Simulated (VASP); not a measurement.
Set up this calculation in VASP 6.6.1, as the native input.

| Property | Result |
| --- | --- |
| Task | single point |
| Functional | LDA |
| Potentials or basis | VASP PAW LDA potentials, release 64 (Mn_pv, O) |
| Cutoff | 520 eV |
| k mesh | 10 × 10 × 10 |
| Occupations | gaussian, width 0.05 eV |
| Spin | collinear spin, ferromagnetic start |
| Starting moments | [4.0, 0.0] μB |
| Further INCAR settings | ALGO = Normal; EDIFF = 1e-07; NBANDS = 20 |

The structure of MnO lies in POSCAR:

```
MnO
3.1451
    0.000000000000      0.707102382373      0.707102382373
    0.707102382373      0.000000000000      0.707102382373
    0.707102382373      0.707102382373      0.000000000000
Mn O
1 1
Direct
    0.0000000000      0.0000000000      0.0000000000
    0.5000000000      0.5000000000      0.5000000000
```

The cell is a database's computed one.

These files were run (other wordings do the same):

INCAR

```
SYSTEM = MnO
PREC = Accurate
ENCUT = 520
EDIFF = 1E-7
ISMEAR = 0
SIGMA = 0.05
LREAL = .False.
LASPH = .True.
NELM = 100
ALGO = Normal
ISIF = 2
LWAVE = .False.
LCHARG = .False.
ISPIN = 2
MAGMOM = 4 0
LORBIT = 11
LMAXMIX = 4
GGA = CA
NBANDS = 20
```

KPOINTS

```
regular mesh
0
Gamma
  10 10 10
  0 0 0
```

Potentials or basis: VASP PAW LDA potentials, release 64 (Mn_pv, O).

Launch:

```sh
$ cat potpaw_LDA.64/Mn_pv/POTCAR potpaw_LDA.64/O/POTCAR > POTCAR
$ mpirun -np 1 vasp_std > vasp.out
```

It gave:

- Pressure: -17.8 GPa
- Band gap on the k mesh: none (metal or under the smearing width)
- Net moment: 4.52 μB per cell
- Site moments: Mn +4.11; O +0.18 μB
- Valence electrons inside the program's atomic spheres: Mn 11.38; O 4.92

Caveat: so large a pressure means that the cell lies far from this level's equilibrium, or that cutoff or potentials fall short; a cell with one magnetic atom can't hold antiferromagnetic order, which such compounds often take; semilocal functionals often make such compounds metallic where correlation or magnetic order opens a gap, which also shifts bond lengths.

Run time: 15 s on 1 thread of Intel(R) Xeon(R) 6975P-C (Granite Rapids), on a shared host, peak memory 0.15 GiB.
